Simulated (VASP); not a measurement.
# TiSe2 (P-3m1) in VASP: settings compared

The runs below take TiSe2 through relaxation of cell and atoms, with PBE, PBE+D3(BJ), rev-vdW-DF2.

The COD entry that gives the cell may itself be a prediction, so a difference from it is no test against experiment.

All numbers are computed with VASP 6.6.1; they aren't measurements. Logs are shortened: lines on timing, memory, paths and dates and some standing lists are left out, and cuts for length are marked.

## Step 1: The structure

The structure is trigonal, space group P-3m1 (No. 164). The conventional cell has a = 3.489 Å, b = 3.489 Å, c = 5.902 Å, α = 90.00°, β = 90.00°, γ = 120.00°. Ti (site symmetry -3m) is surrounded by 6 Se at 2.54 Å. Se (site symmetry 3m) is surrounded by 3 Ti at 2.54 Å.

## Step 2: Relaxation of cell and atoms, PBE, target pressure 3.12 GPa, at which the enthalpy is minimised

INCAR reads:

```
SYSTEM = TiSe2
PREC = Accurate
ENCUT = 600
EDIFF = 1E-7
ISMEAR = 1
SIGMA = 0.1
LREAL = .False.
LASPH = .True.
NELM = 80
ALGO = Normal
ISIF = 3
LWAVE = .False.
LCHARG = .False.
GGA = PE
IBRION = 2
NSW = 90
EDIFFG = -0.005
PSTRESS = 31.2
```

KPOINTS reads:

```
regular mesh
0
Gamma
  12 12 6
  0 0 0
```

POSCAR reads:

```
TiSe2                                   
1.0
    3.4891032826      0.0000000000     -0.0000000000
   -1.7445516413      3.0216520792     -0.0000000000
    0.0000000000     -0.0000000000      5.9019990487
  Ti              Se            
     1     2
Direct
     1.0000000000000000    1.0000000000000000    0.0000000000000000
     0.3333333332999970    0.6666666667000030    0.2631575944626703
     0.6666666667000030    0.3333333332999970    0.7368424055373297
```

Potentials or basis: VASP PAW PBE potentials, release 64 (Ti_sv, Se).

The run is started by

```console
> cat potpaw_PBE.64/Ti_sv/POTCAR potpaw_PBE.64/Se/POTCAR > POTCAR
> mpirun -np 1 vasp_std > vasp.out
```

OUTCAR:

```text
SYSTEM = TiSe2
   PREC = Accurate
   ENCUT = 600
   EDIFF = 1E-7
   ISMEAR = 1
   LREAL = .False.
   LASPH = .True.
   NELM = 80
   ISIF = 3
   GGA = PE
   IBRION = 2
   NSW = 90
   EDIFFG = -0.005
   PSTRESS = 31.2

 ion  position               nearest neighbor table
   1  0.000  0.000  0.000-   2 2.54   3 2.54   3 2.54   2 2.54   3 2.54   2 2.54
   2  0.333  0.667  0.263-   1 2.54   1 2.54   1 2.54
   3  0.667  0.333  0.737-   1 2.54   1 2.54   1 2.54

  LATTYP: Found a hexagonal cell.
 ALAT       =     3.4891032826
 C/A-ratio  =     1.6915518317

  Lattice vectors:

 A1 = (   3.4891032826,   0.0000000000,   0.0000000000)
 A2 = (  -1.7445516413,   3.0216520792,   0.0000000000)
 A3 = (   0.0000000000,   0.0000000000,   5.9019990487)

Analysis of symmetry for initial positions (statically):
=====================================================================
 Subroutine PRICEL returns:
 Original cell was already a primitive cell.

 Routine SETGRP: Setting up the symmetry group for a
 hexagonal supercell.

 Subroutine GETGRP returns: Found 12 space group operations
 (whereof 12 operations were pure point group operations)
 out of a pool of 24 trial point group operations.

The static configuration has the point symmetry D_3d.

Analysis of symmetry for dynamics (positions and initial velocities):
=====================================================================
 Subroutine PRICEL returns:
 Original cell was already a primitive cell.

 Routine SETGRP: Setting up the symmetry group for a
 hexagonal supercell.

 Subroutine GETGRP returns: Found 12 space group operations
 (whereof 12 operations were pure point group operations)
 out of a pool of 24 trial point group operations.

The dynamic configuration has the point symmetry D_3d.

 Subroutine INISYM returns: Found 12 space group operations
 (whereof 12 operations are pure point group operations),
 and found     1 'primitive' translations

----------------------------------------------------------------------------------------

                                     Primitive cell

  volume of cell :      62.2239

  direct lattice vectors                    reciprocal lattice vectors
     3.489103283  0.000000000  0.000000000     0.286606592  0.165472393  0.000000000
    -1.744551641  3.021652079  0.000000000     0.000000000  0.330944786  0.000000000
     0.000000000  0.000000000  5.901999049     0.000000000  0.000000000  0.169434117

  length of vectors
     3.489103283  3.489103283  5.901999049     0.330944786  0.330944786  0.169434117

  position of ions in fractional coordinates (direct lattice)
     0.000000000  0.000000000  0.000000000
     0.333333333  0.666666667  0.263157594
     0.666666667  0.333333333  0.736842406

  ion indices of the primitive-cell ions
   primitive index   ion index
                 1           1
                 2           2
                 3           3

----------------------------------------------------------------------------------------

 KPOINTS: regular mesh

Automatic generation of k-mesh.
 Grid dimensions read from file:
 generate k-points for:   12   12    6

 Generating k-lattice:

  Cartesian coordinates                     Fractional coordinates (reciprocal lattice)
     0.023883883  0.013789366  0.000000000     0.083333333  0.000000000  0.000000000
     0.000000000  0.027578732  0.000000000     0.000000000  0.083333333  0.000000000
     0.000000000  0.000000000  0.028239020     0.000000000  0.000000000  0.166666667

  Length of vectors
     0.027578732  0.027578732  0.028239020

  Shift w.r.t. Gamma in fractional coordinates (k-lattice)
     0.000000000  0.000000000  0.000000000

 Subroutine IBZKPT returns following result:
 ===========================================

 Found    100 irreducible k-points:

 Following reciprocal coordinates:
            Coordinates               Weight
  0.000000  0.000000  0.000000      1.000000
  0.083333  0.000000  0.000000      6.000000
  0.166667  0.000000  0.000000      6.000000
  0.250000  0.000000  0.000000      6.000000
  0.333333 -0.000000  0.000000      6.000000
  0.416667  0.000000  0.000000      6.000000
[... 16 lines left out ...]
  0.166667  0.000000  0.166667      6.000000
  0.000000  0.166667  0.166667      6.000000
 [... further k-points ...]
   k-points           NKPTS =    100   k-points in BZ     NKDIM =    100   number of bands    NBANDS=     16
   number of dos      NEDOS =    301   number of ions     NIONS =      3
   total plane-waves  NPLWV =  37632
   dimension x,y,z NGX =    28 NGY =   28 NGZ =   48
   dimension x,y,z NGXF=    56 NGYF=   56 NGZF=   96
   ions per type =               1   2
   NGX,Y,Z   is equivalent  to a cutoff of  13.34, 13.34, 13.52 a.u.
   NGXF,Y,Z  is equivalent  to a cutoff of  26.68, 26.68, 27.04 a.u.
 SYSTEM =  TiSe2
   PREC   = accura    normal or accurate (medium, high low for compatibility)
   ISTART =      0    job   : 0-new  1-cont  2-samecut
   ICHARG =      2    charge: 1-file 2-atom 10-const
   ISPIN  =      1    spin polarized calculation?
   LNONCOLLINEAR =      F non collinear calculations
   LSORBIT =      F    spin-orbit coupling
   LASPH  =      T    aspherical Exc in radial PAW
   ENCUT  =  600.0 eV  44.10 Ry    6.64 a.u.   6.97  6.97 11.79*2*pi/ulx,y,z
   NELM   =     80;   NELMIN=  2; NELMDL= -5     # of ELM steps
   EDIFF  = 0.1E-06   stopping-criterion for ELM
   LREAL  =      F    real-space projection
   EDIFFG = -.5E-02   stopping-criterion for IOM
   NSW    =     90    number of steps for IOM
   IBRION =      2    ionic relax: 0-MD 1-quasi-New 2-CG
   NFREE  =      1    steps in history (QN), initial steepest desc. (CG)
   ISIF   =      3    stress and relaxation
   ISYM   =      2    0-nonsym 1-usesym 2-fastsym
   POTIM  = 0.5000    time-step for ionic-motion
   TEBEG  =    0.0;   TEEND  =   0.0 temperature during run
   PSTRESS=   31.2 pullay stress
   NELECT =      24.0000    total number of electrons
   NUPDOWN=      -1.0000    fix difference up-down
   EMIN   =  10.00;   EMAX   =-10.00  energy-range for DOS
   EFERMI =   0.00;   METHOD = LEGACY
   ISMEAR =     1;   SIGMA  =   0.10  broadening in eV -4-tet -1-fermi 0-gaus
   EFERMI_NEDOS =   21; number of points for ismear=-14 and -15
   IALGO  =     38    algorithm
   IMIX   =      4    mixing-type and parameters
     AMIX     =   0.40;   BMIX     =  1.00
     AMIX_MAG =   1.60;   BMIX_MAG =  1.00
  volume/ion in A,a.u.               =      20.74       139.97
  Fermi-wavevector in a.u.,A,eV,Ry     =   1.191679  2.251948 19.321631  1.420100
  Thomas-Fermi vector in A             =   2.327735
   LORBIT       =      0    0 simple, 1 ext, 2 COOP (PROOUT), +10 PAW based schemes
   GGA     = PE    functional components
   LHFCALC =     F    Hartree Fock is set to
   AEXX    =    0.0000 exact exchange contribution
   IVDW    =     0    specifies the selected vdW correction
   LEPSILON=     F    determine dielectric tensor
   LRPA    =     F    only Hartree local field effects (RPA)
 conjugate gradient relaxation of ions
 non-spin polarized calculation
 Methfessel and Paxton  Order N= 1 SIGMA  =   0.10
  energy-cutoff  :      600.00
  volume of cell :       62.22
 maximum number of plane-waves:      2106
   NGX = 13   NGY = 13   NGZ = 23

 number of electron      24.0000001 magnetization

 Free energy of the ion-electron system (eV)
  ---------------------------------------------------
  ext. energy  EPLUGINS =         0.00000000
  ---------------------------------------------------
  free energy    TOTEN  =       -18.13817470 eV

  energy without entropy =      -18.13816615  energy(sigma->0) =      -18.13817185

 E-fermi :   5.2632     XC(G=0): -10.2419

 val. band max:        5.2630512440   @ k =   0.0833   0.0000   0.0000
 cond. band min:       5.2898155351   @ k =   0.5000   0.0000   0.1667
 fundamental gap:      0.0267642911
 Fermi energy:         5.2631781811

 k-point     1 :       0.0000    0.0000    0.0000
  band No.  band energies     occupation
      1     -52.2732      2.00000
      2     -28.5048      2.00000
      3     -28.4914      2.00000
      4     -28.4914      2.00000
      5      -8.8885      2.00000
      6      -7.3282      2.00000
[... 8 lines left out ...]
     15       5.8621     -0.00000
     16       8.5692      0.00000

 k-point     2 :       0.0833    0.0000    0.0000
  band No.  band energies     occupation
      1     -52.2726      2.00000
      2     -28.5034      2.00000
      3     -28.4982      2.00000
      4     -28.4929      2.00000
      5      -8.8090      2.00000
      6      -7.3001      2.00000
[... 8 lines left out ...]
     15       6.2957     -0.00000
     16       8.3827      0.00000

 k-point     3 :       0.1667    0.0000    0.0000
  band No.  band energies     occupation
      1     -52.2710      2.00000
      2     -28.5169      2.00000
      3     -28.4992      2.00000
      4     -28.4972      2.00000
      5      -8.5798      2.00000
      6      -7.2231      2.00000
[... 8 lines left out ...]
     15       6.5868     -0.00000
     16       8.3397      0.00000

 k-point     4 :       0.2500    0.0000    0.0000
  band No.  band energies     occupation
      1     -52.2687      2.00000
      2     -28.5423      2.00000
      3     -28.5029      2.00000
      4     -28.4936      2.00000
      5      -8.2301      2.00000
      6      -7.1196      2.00000
[... 8 lines left out ...]
     15       6.6888     -0.00000
     16       8.5748      0.00000
[... 324 lines left out ...]
 k-point    22 :       0.0000    0.0833    0.1667
  band No.  band energies     occupation
      1     -52.2726      2.00000
      2     -28.5034      2.00000
      3     -28.4982      2.00000
      4     -28.4929      2.00000
      5      -8.7334      2.00000
      6      -7.4305      2.00000
[... 8 lines left out ...]
     15       6.5568     -0.00000
     16       8.4780      0.00000

 k-point    23 :       0.1667    0.0000    0.1667
  band No.  band energies     occupation
      1     -52.2709      2.00000
      2     -28.5169      2.00000
      3     -28.4993      2.00000
      4     -28.4972      2.00000
      5      -8.5042      2.00000
      6      -7.3457      2.00000
[... 8 lines left out ...]
     15       6.5539     -0.00000
     16       8.2918      0.00000

 k-point    24 :       0.0000    0.1667    0.1667
  band No.  band energies     occupation
      1     -52.2710      2.00000
      2     -28.5169      2.00000
      3     -28.4993      2.00000
      4     -28.4972      2.00000
      5      -8.5127      2.00000
      6      -7.3310      2.00000
[... 8 lines left out ...]
     15       6.7995     -0.00000
     16       8.1598      0.00000

 [... further k-points ...]

------------------------ aborting loop because EDIFF is reached ----------------------------------------

  FORCE on cell =-STRESS in cart. coord.  units (eV):
  Direction    XX          YY          ZZ          XY          YZ          ZX
  --------------------------------------------------------------------------------------
  -------------------------------------------------------------------------------------
  Total        1.2243552      1.2243552      1.2136168     -0.0000000     -0.0000000      0.0000000
  in kB       31.5253994     31.5253995     31.2489018     -0.0000000     -0.0000000      0.0000000
  external PRESSURE =       0.2332336 kB  Pullay stress =      31.2000000 kB

 VOLUME and BASIS-vectors are now :
 -----------------------------------------------------------------------------
  energy-cutoff  :      600.00
  volume of cell :       62.22
      direct lattice vectors                 reciprocal lattice vectors
     3.489103283  0.000000000  0.000000000     0.286606592  0.165472393  0.000000000
    -1.744551641  3.021652079  0.000000000     0.000000000  0.330944786  0.000000000
     0.000000000  0.000000000  5.901999049     0.000000000  0.000000000  0.169434117

 POSITION                                       TOTAL-FORCE (eV/Angst)
 -----------------------------------------------------------------------------------
      0.00000      0.00000      0.00000         0.000000      0.000000     -0.000000
     -0.00000      2.01443      1.55316         0.000000     -0.000000     -0.003584
      1.74455      1.00722      4.34884        -0.000000      0.000000      0.003584
 -----------------------------------------------------------------------------------
    total drift:                               -0.000000      0.000000     -0.000000

  FREE ENERGIE OF THE ION-ELECTRON SYSTEM (eV)
  ---------------------------------------------------
  free  energy   TOTEN  =       -18.1381747040 eV

  energy  without entropy=      -18.1381661476  energy(sigma->0) =      -18.13817185

  enthalpy is  TOTEN    =       -16.9264570669 eV   P V=        1.2117176371

 reached required accuracy - stopping structural energy minimisation
```

Wall time 55 s (1 thread of Intel Xeon 6975P-C (Granite Rapids), shared host); peak memory 0.27 GiB.

What came out:

- Free energy: -18.1382 eV
- Pressure after relaxing: 3.1 GPa
- Largest force after relaxing: 0.004 eV/Å
- Band gap on the k mesh: none (metal or under the smearing width)

Forces in eV/Å, atoms in the order of the input:
```
Ti   0.000  0.000  0.000
Se   0.000  0.000 -0.004
Se   0.000  0.000  0.004
```

Final structure:
```cif
data_structure
_symmetry_space_group_name_H-M 'P 1'
_symmetry_Int_Tables_number 1
_cell_length_a 3.4891
_cell_length_b 3.4891
_cell_length_c 5.9020
_cell_angle_alpha 90.000
_cell_angle_beta 90.000
_cell_angle_gamma 120.000
_cell_volume 62.22
loop_
_atom_site_label
_atom_site_type_symbol
_atom_site_fract_x
_atom_site_fract_y
_atom_site_fract_z
_atom_site_occupancy
Ti1 Ti 0.00000 0.00000 0.00000 1
Se1 Se 0.33333 0.66667 0.26316 1
Se2 Se 0.66667 0.33333 0.73684 1
```

Levels at points of the mesh, in eV from the Fermi level:
```
           k point  band 8  band 9  band 10  band 11  band 12  band 13  band 14  band 15  band 16
(0.00, 0.00, 0.00)   -2.24   -2.24     0.31     0.51     0.51     0.58     0.60     0.60     3.31
(0.50, 0.00, 0.00)   -3.85   -2.89    -2.84    -2.24    -1.39     0.06     1.46     1.88     3.22
(0.00, 0.00, 0.50)   -2.84   -2.16    -2.16     0.31     0.31     0.49     0.49     1.26     3.72
(0.50, 0.00, 0.50)   -4.79   -2.81    -2.52    -1.15    -0.86    -0.24     1.46     1.84     3.07
```

Caveat: the relaxation stopped at its first step, so nothing moved; the cell is relaxed towards a set pressure, so the enthalpy falls and the energy may rise.

[end of part 1 of 2]
